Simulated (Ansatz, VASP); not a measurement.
# Ge: VASP beside Ansatz

```
Ge
1.0
     3.99759    0.00000    0.00000
    -1.99879    3.46201    0.00000
     0.00000    0.00000    6.59938
Ge
4
Direct
  0.66667 0.33333 0.06290
  0.33333 0.66667 0.56290
  0.66667 0.33333 0.43710
  0.33333 0.66667 0.93710
```

This isn't the form of Ge at room conditions, which is diamond.

Alike in both runs: task single point; functional PBE; k mesh 6 × 6 × 4; occupations gaussian, width 0.1 eV; no spin polarisation.

```csv
,VASP,Ansatz
version,VASP 6.6.1,Ansatz 0.2.0
potentials or method,"VASP PAW PBE potentials, release 64 (Ge_d)","scalar-relativistic, plane waves, PAW"
plane-wave cutoff (eV),520,420
valence electrons in the cell,56,56
```

|  | VASP | Ansatz | Ansatz less VASP |
| --- | --- | --- | --- |
| gap on the k mesh at the Fermi level (eV) | 0.12 | 0.13 | +0.005 |
| least direct gap on the mesh (eV) | 0.12 | 0.13 | +0.005 |
| pressure (GPa) | 2.9 | 3.0 | +0.09 |
| largest component of the traceless stress (GPa) | 0.41 | 0.41 | +0.004 |
| rms of the force components (eV/Å) | 0.009 | 0.009 | 0.0000 |

Atom by atom the forces differ by 0.000 eV/Å (rms over components).
